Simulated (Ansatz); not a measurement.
**WC: equation of state with PBEsol**

Crystal: WC.

```
W C
1.0
     0.00000    2.19268    2.19268
     2.19268    0.00000    2.19268
     2.19268    2.19268    0.00000
W C
1 1
Direct
  0.00000 0.00000 0.00000
  0.50000 0.50000 0.50000
```

Measurements of this composition are mostly on another form, of space group No. 187.

```
Program             : Ansatz 0.2.0
Task                : equation of state
Functional          : PBEsol
Potentials or basis : all-electron LAPW, scalar-relativistic
Basis error allowed : 0.001 eV/atom
k mesh              : 10 × 10 × 10
Occupations         : fermi-dirac, width 0.05 eV
Spin                : no spin polarisation
```

| Item | Value |
| --- | --- |
| Equilibrium volume | 10.25 Å³/atom |
| Bulk modulus | 389 GPa |
| Pressure derivative of the bulk modulus | 4.3 |

Energy against volume, from the lowest point:
| volume (Å³/atom) | energy (meV/atom) |
| --- | --- |
| 9.910 | 14.00 |
| 10.120 | 1.37 |
| 10.331 | 0.00 |
| 10.542 | 8.75 |
| 10.753 | 26.57 |
| 10.964 | 52.52 |
| 11.175 | 85.76 |

All runs of the series together: 43 s on 1 thread of Intel(R) Xeon(R) 6975P-C (Granite Rapids), with other jobs on the host.

The run has no spin-orbit coupling, so splittings on W are missing.
